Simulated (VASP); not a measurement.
# ZnS (F-43m) in VASP: notebook

One crystal, ZnS, is run at these levels: PBEsol, RPBE; tasks: single point, relaxation of cell and atoms.

All numbers are computed with VASP 6.6.1; they aren't measurements. Logs are shortened: lines on timing, memory, paths and dates and some standing lists are left out, and cuts for length are marked.

**Measured values to compare with.**

“Electronic, vibrational, and thermodynamic properties of ZnS (zincblende and rocksalt structure)”, 2009, arxiv:0911.5022 quotes, for a bulk crystal of ZnS at 19 K: band gap 3.85 eV (direct).

The runs below are set against these values where they give the same quantity.

### Step 1. Starting point

The structure is cubic, space group F-43m (No. 216). Conventional cell: a = 5.387 Å, b = 5.387 Å, c = 5.387 Å, α = 90.00°, β = 90.00°, γ = 90.00°. Zn (site symmetry -43m) has 4 S at 2.33 Å as nearest neighbours. S (site symmetry -43m) has 4 Zn at 2.33 Å as nearest neighbours.

The cell is a database's computed one.

### Step 2. Single point, PBEsol

File INCAR:

```
  ALGO = Normal
  EDIFF = 1E-6
  ENCUT = 520
  GGA = PS
  ISIF = 2
  ISMEAR = 0
  LASPH = T
  LCHARG = F
  LREAL = F
  LWAVE = F
  NELM = 60
  PREC = Accurate
  SIGMA = 0.02
```

File KPOINTS:

```
k-points
0
Gamma
  10 10 10
```

File POSCAR:

```
ZnS
1.0
    0.0000000000      2.6936828800      2.6936828800
    2.6936828800      0.0000000000      2.6936828800
    2.6936828800      2.6936828800      0.0000000000
Zn S
1 1
Direct
    0.0000000000      0.0000000000      0.0000000000
    0.7500000000      0.7500000000      0.7500000000
```

Potentials or basis: VASP PAW PBE potentials, release 64 (Zn, S).

On the command line:

```
> cat potpaw_PBE.64/Zn/POTCAR potpaw_PBE.64/S/POTCAR > POTCAR
> mpirun -np 1 vasp_std > vasp.out
```

OUTCAR:

```text
EDIFF = 1E-6
   ENCUT = 520
   GGA = PS
   ISIF = 2
   ISMEAR = 0
   LASPH = T
   LREAL = F
   NELM = 60
   PREC = Accurate

 ion  position               nearest neighbor table
   1  0.000  0.000  0.000-   2 2.33   2 2.33   2 2.33   2 2.33
   2  0.750  0.750  0.750-   1 2.33   1 2.33   1 2.33   1 2.33

  LATTYP: Found a face centered cubic cell.
 ALAT       =     5.3873657600

  Lattice vectors:

 A1 = (   0.0000000000,   2.6936828800,   2.6936828800)
 A2 = (   2.6936828800,   0.0000000000,   2.6936828800)
 A3 = (   2.6936828800,   2.6936828800,   0.0000000000)

Analysis of symmetry for initial positions (statically):
=====================================================================
 Subroutine PRICEL returns:
 Original cell was already a primitive cell.

 Routine SETGRP: Setting up the symmetry group for a
 face centered cubic supercell.

 Subroutine GETGRP returns: Found 24 space group operations
 (whereof 24 operations were pure point group operations)
 out of a pool of 48 trial point group operations.

The static configuration has the point symmetry T_d .

Analysis of symmetry for dynamics (positions and initial velocities):
=====================================================================
 Subroutine PRICEL returns:
 Original cell was already a primitive cell.

 Routine SETGRP: Setting up the symmetry group for a
 face centered cubic supercell.

 Subroutine GETGRP returns: Found 24 space group operations
 (whereof 24 operations were pure point group operations)
 out of a pool of 48 trial point group operations.

The dynamic configuration has the point symmetry T_d .

 Subroutine INISYM returns: Found 24 space group operations
 (whereof 24 operations are pure point group operations),
 and found     1 'primitive' translations

----------------------------------------------------------------------------------------

                                     Primitive cell

  volume of cell :      39.0903

  direct lattice vectors                    reciprocal lattice vectors
     0.000000000  2.693682880  2.693682880    -0.185619474  0.185619474  0.185619474
     2.693682880  0.000000000  2.693682880     0.185619474 -0.185619474  0.185619474
     2.693682880  2.693682880  0.000000000     0.185619474  0.185619474 -0.185619474

  length of vectors
     3.809442862  3.809442862  3.809442862     0.321502360  0.321502360  0.321502360

  position of ions in fractional coordinates (direct lattice)
     0.000000000  0.000000000  0.000000000
     0.750000000  0.750000000  0.750000000

  ion indices of the primitive-cell ions
   primitive index   ion index
                 1           1
                 2           2

----------------------------------------------------------------------------------------

 KPOINTS: k-points

Automatic generation of k-mesh.
 Grid dimensions read from file:
 generate k-points for:   10   10   10

 Generating k-lattice:

  Cartesian coordinates                     Fractional coordinates (reciprocal lattice)
    -0.018561947  0.018561947  0.018561947     0.100000000  0.000000000  0.000000000
     0.018561947 -0.018561947  0.018561947     0.000000000  0.100000000  0.000000000
     0.018561947  0.018561947 -0.018561947     0.000000000  0.000000000  0.100000000

  Length of vectors
     0.032150236  0.032150236  0.032150236

  Shift w.r.t. Gamma in fractional coordinates (k-lattice)
     0.000000000  0.000000000  0.000000000

 Subroutine IBZKPT returns following result:
 ===========================================

 Found     47 irreducible k-points:

 Following reciprocal coordinates:
            Coordinates               Weight
  0.000000  0.000000  0.000000      1.000000
  0.100000  0.000000  0.000000      8.000000
  0.200000  0.000000  0.000000      8.000000
  0.300000  0.000000  0.000000      8.000000
  0.400000  0.000000  0.000000      8.000000
  0.500000  0.000000  0.000000      4.000000
[... 16 lines left out ...]
  0.300000  0.300000  0.000000      6.000000
  0.400000  0.300000  0.000000     24.000000
 [... further k-points ...]
   k-points           NKPTS =     47   k-points in BZ     NKDIM =     47   number of bands    NBANDS=     13
   number of dos      NEDOS =    301   number of ions     NIONS =      2
   total plane-waves  NPLWV =  21952
   dimension x,y,z NGX =    28 NGY =   28 NGZ =   28
   dimension x,y,z NGXF=    56 NGYF=   56 NGZF=   56
   ions per type =               1   1
   NGX,Y,Z   is equivalent  to a cutoff of  12.22, 12.22, 12.22 a.u.
   NGXF,Y,Z  is equivalent  to a cutoff of  24.44, 24.44, 24.44 a.u.
 SYSTEM =  unknown system
   PREC   = accura    normal or accurate (medium, high low for compatibility)
   ISTART =      0    job   : 0-new  1-cont  2-samecut
   ICHARG =      2    charge: 1-file 2-atom 10-const
   ISPIN  =      1    spin polarized calculation?
   LNONCOLLINEAR =      F non collinear calculations
   LSORBIT =      F    spin-orbit coupling
   LASPH  =      T    aspherical Exc in radial PAW
   ENCUT  =  520.0 eV  38.22 Ry    6.18 a.u.   7.08  7.08  7.08*2*pi/ulx,y,z
   NELM   =     60;   NELMIN=  2; NELMDL= -5     # of ELM steps
   EDIFF  = 0.1E-05   stopping-criterion for ELM
   LREAL  =      F    real-space projection
   EDIFFG = 0.1E-04   stopping-criterion for IOM
   NSW    =      0    number of steps for IOM
   IBRION =     -1    ionic relax: 0-MD 1-quasi-New 2-CG
   NFREE  =      0    steps in history (QN), initial steepest desc. (CG)
   ISIF   =      2    stress and relaxation
   ISYM   =      2    0-nonsym 1-usesym 2-fastsym
   POTIM  = 0.5000    time-step for ionic-motion
   TEBEG  =    0.0;   TEEND  =   0.0 temperature during run
   PSTRESS=    0.0 pullay stress
   NELECT =      18.0000    total number of electrons
   NUPDOWN=      -1.0000    fix difference up-down
   EMIN   =  10.00;   EMAX   =-10.00  energy-range for DOS
   EFERMI =   0.00;   METHOD = LEGACY
   ISMEAR =     0;   SIGMA  =   0.02  broadening in eV -4-tet -1-fermi 0-gaus
   EFERMI_NEDOS =   21; number of points for ismear=-14 and -15
   IALGO  =     38    algorithm
   IMIX   =      4    mixing-type and parameters
     AMIX     =   0.40;   BMIX     =  1.00
     AMIX_MAG =   1.60;   BMIX_MAG =  1.00
  volume/ion in A,a.u.               =      19.55       131.90
  Fermi-wavevector in a.u.,A,eV,Ry     =   1.264181  2.388955 21.744194  1.598153
  Thomas-Fermi vector in A             =   2.397499
   LORBIT       =      0    0 simple, 1 ext, 2 COOP (PROOUT), +10 PAW based schemes
   GGA     = PS    functional components
   LHFCALC =     F    Hartree Fock is set to
   AEXX    =    0.0000 exact exchange contribution
   IVDW    =     0    specifies the selected vdW correction
   LEPSILON=     F    determine dielectric tensor
   LRPA    =     F    only Hartree local field effects (RPA)
 non-spin polarized calculation
 Gauss-broadening in eV      SIGMA  =   0.02
  energy-cutoff  :      520.00
  volume of cell :       39.09
 maximum number of plane-waves:      1073
   NGX = 15   NGY = 15   NGZ = 15

 number of electron      18.0000006 magnetization

 Free energy of the ion-electron system (eV)
  ---------------------------------------------------
  ext. energy  EPLUGINS =         0.00000000
  ---------------------------------------------------
  free energy    TOTEN  =        -7.58708611 eV

  energy without entropy =       -7.58708611  energy(sigma->0) =       -7.58708611

 E-fermi :   2.2096     XC(G=0):  -9.8936

 val. band max:        2.0993923391   @ k =   0.0000   0.0000   0.0000
 cond. band min:       4.1172145132   @ k =   0.0000   0.0000   0.0000
 fundamental gap:      2.0178221741
 Fermi energy:         2.2096198777

 k-point     1 :       0.0000    0.0000    0.0000
  band No.  band energies     occupation
      1     -11.1208      2.00000
      2      -4.3097      2.00000
      3      -4.3097      2.00000
      4      -4.3097      2.00000
      5      -3.7994      2.00000
      6      -3.7994      2.00000
      7       2.0994      2.00000
      8       2.0994      2.00000
      9       2.0994      2.00000
     10       4.1172      0.00000
     11       8.4013      0.00000
     12       8.4013      0.00000
     13       8.4013      0.00000

 k-point     2 :       0.1000    0.0000    0.0000
  band No.  band energies     occupation
      1     -11.0428      2.00000
      2      -4.3114      2.00000
      3      -4.2955      2.00000
      4      -4.2955      2.00000
      5      -3.8008      2.00000
      6      -3.8008      2.00000
      7       1.2810      2.00000
      8       1.9989      2.00000
      9       1.9989      2.00000
     10       4.7473      0.00000
     11       8.3066      0.00000
     12       8.5760      0.00000
     13       8.5761      0.00000

 k-point     3 :       0.2000    0.0000    0.0000
  band No.  band energies     occupation
      1     -10.8273      2.00000
      2      -4.2980      2.00000
      3      -4.2607      2.00000
      4      -4.2606      2.00000
      5      -3.8010      2.00000
      6      -3.8010      2.00000
      7      -0.1027      2.00000
      8       1.7555      2.00000
      9       1.7555      2.00000
     10       5.3969      0.00000
     11       8.5400      0.00000
     12       8.9215      0.00000
     13       8.9215      0.00000
[... 305 lines left out ...]
 k-point    23 :       0.3000    0.3000    0.0000
  band No.  band energies     occupation
      1     -10.3366      2.00000
      2      -4.3755      2.00000
      3      -4.1048      2.00000
      4      -4.1048      2.00000
      5      -3.8334      2.00000
      6      -3.7484      2.00000
      7      -1.0843      2.00000
      8       0.4970      2.00000
      9       0.4970      2.00000
     10       6.0788      0.00000
     11       6.5945      0.00000
     12      11.0481      0.00000
     13      11.3414      0.00000

 k-point    24 :       0.4000    0.3000    0.0000
  band No.  band energies     occupation
      1     -10.1267      2.00000
      2      -4.3427      2.00000
      3      -4.0588      2.00000
      4      -4.0505      2.00000
      5      -3.7777      2.00000
      6      -3.7405      2.00000
      7      -1.7167      2.00000
      8       0.0544      2.00000
      9       0.2732      2.00000
     10       6.0008      0.00000
     11       6.7116      0.00000
     12      10.7916      0.00000
     13      11.7799      0.00000

 [... further k-points ...]

------------------------ aborting loop because EDIFF is reached ----------------------------------------

  FORCE on cell =-STRESS in cart. coord.  units (eV):
  Direction    XX          YY          ZZ          XY          YZ          ZX
  --------------------------------------------------------------------------------------
  -------------------------------------------------------------------------------------
  Total       -0.2633242     -0.2633242     -0.2633242     -0.0000000     -0.0000000     -0.0000000
  in kB      -10.7927470    -10.7927470    -10.7927470     -0.0000000     -0.0000000     -0.0000000
  external PRESSURE =     -10.7927470 kB  Pullay stress =       0.0000000 kB

 VOLUME and BASIS-vectors are now :
 -----------------------------------------------------------------------------
  energy-cutoff  :      520.00
  volume of cell :       39.09
      direct lattice vectors                 reciprocal lattice vectors
     0.000000000  2.693682880  2.693682880    -0.185619474  0.185619474  0.185619474
     2.693682880  0.000000000  2.693682880     0.185619474 -0.185619474  0.185619474
     2.693682880  2.693682880  0.000000000     0.185619474  0.185619474 -0.185619474

 POSITION                                       TOTAL-FORCE (eV/Angst)
 -----------------------------------------------------------------------------------
      0.00000      0.00000      0.00000        -0.000000      0.000000     -0.000000
      4.04052      4.04052      4.04052         0.000000     -0.000000      0.000000
 -----------------------------------------------------------------------------------
    total drift:                               -0.000002     -0.000002     -0.000001

  FREE ENERGIE OF THE ION-ELECTRON SYSTEM (eV)
  ---------------------------------------------------
  free  energy   TOTEN  =        -7.5870861108 eV

  energy  without entropy=       -7.5870861108  energy(sigma->0) =       -7.58708611
```

Run time: 8.1 s. Hardware: 1 thread of AMD EPYC 9R45 (Zen 5), shared host; peak memory 0.13 GiB.

Results:

| Quantity | Value |
| --- | --- |
| Free energy | -7.5871 eV |
| Pressure | -1.1 GPa |
| Band gap on the k mesh | 2.02 eV, direct |

Levels at points of the mesh, in eV from the valence-band top:
```csv
k point,band 6,band 7,band 8,band 9,band 10,band 11,band 12,band 13
"(0.00, 0.00, 0.00)",-5.90,0.00,0.00,0.00,2.02,6.30,6.30,6.30
"(0.50, 0.00, 0.00)",-5.70,-5.42,-0.89,-0.89,3.21,6.83,6.83,8.73
"(0.50, 0.50, 0.00)",-5.68,-4.64,-2.28,-2.28,3.22,3.97,10.90,11.94
```

Caveat: the PAW data sets were made with another functional, which shifts forces and pressure a little.

[end of part 1 of 2]
